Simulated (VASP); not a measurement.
# Quasiparticle energies of AlN in VASP, part 4 of 4

Aim: the quasiparticle gap of AlN, and what it costs to get it. The cell has space group P6_3/mmc, a computed entry that need not be the common form of this compound. The start is a computed cell from the Materials Project.

VASP 6.6.1, plane waves and PAW; the level of theory is named at each step.

So far, quasiparticle gap on the mesh (eV): step 5 (G0W0, bands in the sums 36) 4.48; step 7 (G0W0, bands in the sums 68) 4.61.

## Step 9: G0W0, bands in the sums 132

This step: G0W0 on LDA; plane waves and PAW (Al_GW, N_GW) (VASP 6.6.1).

The sums now run over 132 bands at the same response cutoff.

Input file INCAR:

```
SYSTEM = AlN
PREC = Accurate
ENCUT = 450
ISMEAR = 0
SIGMA = 0.01
LREAL = .FALSE.
GGA = CA
NBANDS = 132
ALGO = EVGW0
NELMGW = 1
ENCUTGW = 180
NOMEGA = 48
PRECFOCK = Fast
NBANDSGW = 16
LWAVE = .FALSE.
LCHARG = .FALSE.
```

Input file POSCAR:

```
AlN
1.0
    3.3121157418      0.0000000000      0.0000000000
   -1.6560578709      2.8683763727      0.0000000000
    0.0000000000      0.0000000000      4.1875630000
Al N
2 2
Direct
    0.6666666667      0.3333333333      0.2500000000
    0.3333333333      0.6666666667      0.7500000000
    0.6666666667      0.3333333333      0.7500000000
    0.3333333333      0.6666666667      0.2500000000
```

Input file KPOINTS:

```
Automatic mesh
0
Gamma
6 6 4
0 0 0
```

Potentials, in the order of the species: Al_GW and N_GW (LDA family, release 64).

Started as:

```sh
> mpirun -np 4 vasp_std
```

The program printed:

```text
[banner, memory and clock lines left out]
running    4 mpi-ranks, on    1 nodes
[...]
[... a notice as in an earlier step ...]

 LDA part: xc-table for (Slater(with rela. corr.)+CA(PZ))
 , standard interpolation
 found WAVECAR, reading the header
 POSCAR, INCAR and KPOINTS ok, starting setup
[...]
reading WAVECAR
 the WAVECAR file was read successfully
 initial charge from wavefunction
 available memory per node:    189.44 GB, setting MAXMEM to    193981

 The Fermi energy was updated, please check that it is located mid-gap
 values below the HOMO (VB) or above the LUMO (CB) will cause erroneous energies
 E-fermi :   8.4124

 calculate exact exchange contribution
 the WAVEDER file was read successfully
energies w=
    0.000    0.000    0.756    0.000    1.509    0.000    2.256    0.000
    2.994    0.000    3.722    0.000    4.438    0.000    5.141    0.000
    5.831    0.000    6.508    0.000    7.173    0.000    7.828    0.000
[...]
total number of BLAS operations       3958.40 Gflops
NQ=  17    0.3333   -0.0000    0.5000,
|.........|.........|.........|.........|.........|.........|.........|.........
 performed      10858000 updates of chi_q(r,r)
 total number of BLAS operations       4216.39 Gflops
NQ=  18    0.5000    0.0000    0.5000,
|.........|.........|.........|.........|.........|.........|.........|.........
 performed      11363000 updates of chi_q(r,r)
 total number of BLAS operations       4398.09 Gflops
NQ=  19    0.1667    0.1667    0.5000,
|.........|.........|.........|.........|.........|.........|.........|.........
 performed      12054000 updates of chi_q(r,r)
 total number of BLAS operations       4670.61 Gflops
NQ=  20    0.3333    0.1667    0.5000,
|.........|.........|.........|.........|.........|.........|.........|.........
 performed      12846000 updates of chi_q(r,r)
 total number of BLAS operations       4966.44 Gflops
NQ=  21    0.3333    0.3333    0.5000,
|.........|.........|.........|.........|.........|.........|.........|.........
 performed      13292000 updates of chi_q(r,r)
 total number of BLAS operations       5132.98 Gflops
 resolving degeneracies of screened two electron integrals

 calculate QP shifts <psi_nk| G(iteration)W_0 |psi_nk>: iteration 1
 entering main loop
```

Wall time 5.6 min (4 MPI ranks of AMD EPYC 7R43, shared host); peak memory 1 GiB.

From OUTCAR (step 9):

```text
 QP shifts <psi_nk| G(iteration)W_0 |psi_nk>: iteration 1
 for sc-GW calculations column KS-energies equals QP-energies in previous step
 and V_xc(KS)=  KS-energies - (<T + V_ion + V_H > + <T+V_H+V_ion>^1  + <V_x>^1)
 k-point   1 :       0.0000    0.0000    0.0000
  band No.  KS-energies  QP-energies   sigma(KS)   V_xc(KS)     V^pw_x(r,r')   Z            occupation Imag(sigma)
    ...
      5       3.5005       2.6649     -16.9305     -15.8430     -20.2208       0.7683       2.0000       0.0899
      6       5.1670       4.4638     -17.5406     -16.6366     -20.4578       0.7779       2.0000       0.0742
      7       5.1670       4.4638     -17.5406     -16.6366     -20.4578       0.7779       2.0000       0.0742
      8       6.7726       6.2352     -18.1685     -17.4831     -20.8606       0.7840       2.0000       0.0674
      9      10.0523      10.9392     -11.5005     -12.5945      -7.7136       0.8107       0.0000      -0.0714
     10      11.0107      12.2030      -9.5266     -10.9743      -5.4316       0.8236       0.0000      -0.0739
     11      14.8137      16.0424      -8.9985     -10.5191      -4.2243       0.8080       0.0000      -0.1067
     12      14.8137      16.0424      -8.9985     -10.5191      -4.2243       0.8080       0.0000      -0.1067
    ...

[... 1 part as in an earlier step ...]

[... 2 further parts left out ...]
[key lines of the parts left out:]
E-fermi :   8.4124
```

The gap is now 4.704 eV, +94 meV against the GW run before.

## Step 10: Empty bands

This step: LDA; plane waves and PAW (Al_GW, N_GW) (VASP 6.6.1).

The empty bands are made again, for the run that follows.

Input file INCAR:

```
SYSTEM = AlN
PREC = Accurate
ENCUT = 450
ISMEAR = 0
SIGMA = 0.01
LREAL = .FALSE.
GGA = CA
NBANDS = 220
ALGO = Exact
NELM = 1
LWAVE = .TRUE.
LCHARG = .FALSE.
LOPTICS = .TRUE.
NEDOS = 1000
CSHIFT = 0.1
```

POSCAR is that of step 9.

KPOINTS is that of step 9.

Started as:

```sh
> mpirun -np 4 vasp_std
```

The program printed:

```text
[banner, memory and clock lines left out]
running    4 mpi-ranks, on    1 nodes
[...]
LDA part: xc-table for (Slater(with rela. corr.)+CA(PZ))
 , standard interpolation
 found WAVECAR, reading the header
  number of bands has changed, file:    14 present:   220
  trying to continue reading WAVECAR, but it might fail
 POSCAR, INCAR and KPOINTS ok, starting setup
[...]
reading WAVECAR
 random initialization beyond band           14
 the WAVECAR file was read successfully
 initial charge from wavefunction
 entering main loop
       N       E                     dE             d eps       ncg     rms          rms(c)
[... 1 cycle as in an earlier step ...]
   1 F= -.32480937E+02 E0= -.32480937E+02  d E =-.324697E-27
 writing wavefunctions
 optical routines
 imaginary and real dielectric function
 recalculating local potential from charge density
 direction            1
 direction            2
 direction            3
```

Elapsed: 20 s, on 4 MPI ranks; peak memory 0.74 GiB; 76 s of CPU time.

Parts of OUTCAR (step 10):

```text
  Total       -2.5904238     -2.5904238     -2.7013955      0.0000000      0.0000000      0.0000000
  in kB     -104.3225997   -104.3225997   -108.7916977      0.0000000      0.0000000      0.0000000
  external PRESSURE =    -105.8122991 kB  Pullay stress =       0.0000000 kB

[... 4 parts as in an earlier step ...]

[... 2 further parts left out ...]
[key lines of the parts left out:]
E-fermi :   6.8455
```

WAVECAR now holds 220 bands for 16 electrons.

## Step 11: G0W0, bands in the sums 220

This step: G0W0 on LDA; plane waves and PAW (Al_GW, N_GW) (VASP 6.6.1).

The sums now run over 220 bands at the same response cutoff.

Input file INCAR:

```
SYSTEM = AlN
PREC = Accurate
ENCUT = 450
ISMEAR = 0
SIGMA = 0.01
LREAL = .FALSE.
GGA = CA
NBANDS = 220
ALGO = EVGW0
NELMGW = 1
ENCUTGW = 180
NOMEGA = 48
PRECFOCK = Fast
NBANDSGW = 16
LWAVE = .FALSE.
LCHARG = .FALSE.
```

POSCAR is that of step 10.

KPOINTS is that of step 10.

Started as:

```sh
> mpirun -np 4 vasp_std
```

The program printed:

```text
[banner, memory and clock lines left out]
running    4 mpi-ranks, on    1 nodes
[...]
[... a notice as in an earlier step ...]

 LDA part: xc-table for (Slater(with rela. corr.)+CA(PZ))
 , standard interpolation
 found WAVECAR, reading the header
 POSCAR, INCAR and KPOINTS ok, starting setup
[...]
reading WAVECAR
 the WAVECAR file was read successfully
 initial charge from wavefunction
 available memory per node:    189.14 GB, setting MAXMEM to    193681

 The Fermi energy was updated, please check that it is located mid-gap
 values below the HOMO (VB) or above the LUMO (CB) will cause erroneous energies
 E-fermi :   8.4124

 calculate exact exchange contribution
 the WAVEDER file was read successfully
energies w=
    0.000    0.000    0.755    0.000    1.506    0.000    2.252    0.000
    2.989    0.000    3.715    0.000    4.430    0.000    5.132    0.000
    5.820    0.000    6.496    0.000    7.160    0.000    7.814    0.000
[...]
total number of BLAS operations       6674.20 Gflops
NQ=  17    0.3333   -0.0000    0.5000,
|.........|.........|.........|.........|.........|.........|.........|.........
 performed      18308000 updates of chi_q(r,r)
 total number of BLAS operations       7108.77 Gflops
NQ=  18    0.5000    0.0000    0.5000,
|.........|.........|.........|.........|.........|.........|.........|.........
 performed      19162000 updates of chi_q(r,r)
 total number of BLAS operations       7416.02 Gflops
NQ=  19    0.1667    0.1667    0.5000,
|.........|.........|.........|.........|.........|.........|.........|.........
 performed      20326000 updates of chi_q(r,r)
 total number of BLAS operations       7875.06 Gflops
NQ=  20    0.3333    0.1667    0.5000,
|.........|.........|.........|.........|.........|.........|.........|.........
 performed      21659000 updates of chi_q(r,r)
 total number of BLAS operations       8372.70 Gflops
NQ=  21    0.3333    0.3333    0.5000,
|.........|.........|.........|.........|.........|.........|.........|.........
 performed      22414000 updates of chi_q(r,r)
 total number of BLAS operations       8654.86 Gflops
 resolving degeneracies of screened two electron integrals

 calculate QP shifts <psi_nk| G(iteration)W_0 |psi_nk>: iteration 1
 entering main loop
```

Wall time 11 min (4 MPI ranks); peak memory 1.3 GiB.

Parts of OUTCAR (step 11):

```text
 QP shifts <psi_nk| G(iteration)W_0 |psi_nk>: iteration 1
 for sc-GW calculations column KS-energies equals QP-energies in previous step
 and V_xc(KS)=  KS-energies - (<T + V_ion + V_H > + <T+V_H+V_ion>^1  + <V_x>^1)
 k-point   1 :       0.0000    0.0000    0.0000
  band No.  KS-energies  QP-energies   sigma(KS)   V_xc(KS)     V^pw_x(r,r')   Z            occupation Imag(sigma)
    ...
      5       3.5005       2.5516     -17.0784     -15.8430     -20.2208       0.7680       2.0000       0.0958
      6       5.1670       4.3397     -17.7004     -16.6366     -20.4578       0.7777       2.0000       0.0862
      7       5.1670       4.3397     -17.7004     -16.6366     -20.4578       0.7777       2.0000       0.0862
      8       6.7726       6.0987     -18.3430     -17.4831     -20.8606       0.7836       2.0000       0.0832
      9      10.0523      10.8466     -11.6146     -12.5945      -7.7136       0.8107       0.0000      -0.0597
     10      11.0107      12.1260      -9.6201     -10.9743      -5.4316       0.8236       0.0000      -0.0654
     11      14.8137      15.9697      -9.0880     -10.5191      -4.2243       0.8078       0.0000      -0.0972
     12      14.8137      15.9697      -9.0880     -10.5191      -4.2243       0.8078       0.0000      -0.0972
    ...

[... 1 part as in an earlier step ...]

[... 2 further parts left out ...]
[key lines of the parts left out:]
E-fermi :   8.4124
```

The gap is now 4.748 eV, +44 meV against the GW run before.

## Step 12: Summary

This step: GW series: G0W0 on LDA; plane waves and PAW (VASP 6.6.1).

Derived from the runs above.

Cost is wall time times ranks on a shared host, with the step that makes the empty bands. GW runs:

| level | bands | ENCUTGW (eV) | NOMEGA | k mesh | starting gap (eV) | quasiparticle gap (eV) | direct gap (eV) | cost (core minutes) |
| --- | --- | --- | --- | --- | --- | --- | --- | --- |
| G0W0 | 36 | 180 | 48 | 6x6x4 | 3.28 | 4.483 | 4.483 | 7.61 |
| G0W0 | 68 | 180 | 48 | 6x6x4 | 3.28 | 4.61 | 4.61 | 11.95 |
| G0W0 | 132 | 180 | 48 | 6x6x4 | 3.28 | 4.704 | 4.704 | 23.45 |
| G0W0 | 220 | 180 | 48 | 6x6x4 | 3.28 | 4.748 | 4.748 | 45.53 |

## Step 13: Results

- G0W0 on LDA, 220 bands, ENCUTGW 180 eV, NOMEGA 48, mesh 6×6×4: 3.280 → 4.748 eV
- G0W0 on LDA, 36 bands, ENCUTGW 180 eV, NOMEGA 48, mesh 6×6×4: 3.280 → 4.483 eV

In words: G0W0 gives a quasiparticle gap of 4.748 eV on the mesh, 1.47 eV over the LDA gap on the same mesh. On mesh and path the starting valence top lies at Γ and the conduction bottom at Γ, so the starting gap is direct. Both points lie on the GW mesh. The steps of the series move the gap by +127, +94, +44 meV; the last costs 1.9 times the one before. The last step lies outside a tolerance of 30 meV, picked for this account, and the last two together move the gap by +138 meV. Response cutoff and mesh weren't varied, so the series can only reach this cutoff's value. The given cell is kept, although it stands at -10.6 GPa at LDA and ENCUT = 450 eV, which holds the mismatch of the given cell with this functional and any basis-set error; the relaxation of the atoms, at LDA and ENCUT = 520 eV, gave -7.6 GPa. Not tabulated here, as repeats of values shown or as unfit to read for their mesh, reference level or band range: gaps (empty bands, relaxation); eps2 curves (empty bands); eps1 curves and static values (empty bands).

[Lines on the potential files, build, host, timing and source positions are cut from VASP's logs without a mark.]

[Logs are printed without paths, hosts, clocks, repeated set-up lines and the standing remarks that a program may print on its own settings, such as how far it seeks lower states.]

[Hosts, paths, dates, database ids (printed as entryN), source tags and the programs' standing remarks are cut or masked in the printed files.]

[Pressures printed for these runs are not shown converged in the cutoff: they can be off by several GPa and have the wrong sign.]

[In band tables of VASP the shares of atoms and orbitals are scaled to a sum of 1 inside the atoms' spheres.]
